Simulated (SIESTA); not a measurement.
Si2Mo:

```
Mo Si
1.0
    -1.60000    1.60000    3.93050
     1.60000   -1.60000    3.93050
     1.60000    1.60000   -3.93050
Mo Si
1 2
Direct
  0.00000 0.00000 0.00000
  0.66700 0.66700 0.00000
  0.33300 0.33300 0.00000
```

Base run:

```yaml
Program: SIESTA 5.4.2
Functional: PBEsol
Potentials_or_basis: PseudoDojo 0.4 standard (PBEsol files)
Basis: DZP (energy shift 0.003 Ry; two zetas on semicore shells)
Grid_cutoff: 800 Ry
Energy_shift: 0.003 Ry
k_mesh: 12 × 12 × 12
Occupations: fermi-dirac, width 0.05 eV
Spin: no spin polarisation
```

Its results: band gap on the k mesh none (metal or under the smearing width); pressure -1.3 GPa; largest force 0.285 eV/Å.

Problem. The run is repeated on the same cell with these changes: functional from PBEsol to PBE; potentials or basis from PseudoDojo 0.4 standard (PBEsol files) to PseudoDojo 0.4 standard (PBE files). What comes out?

Solution. Band gap on the k mesh none (metal or under the smearing width); pressure 3.7 GPa; largest force 0.240 eV/Å.

Caveats: the basis of atomic orbitals isn't converged, which shifts pressures, moduli and gaps.
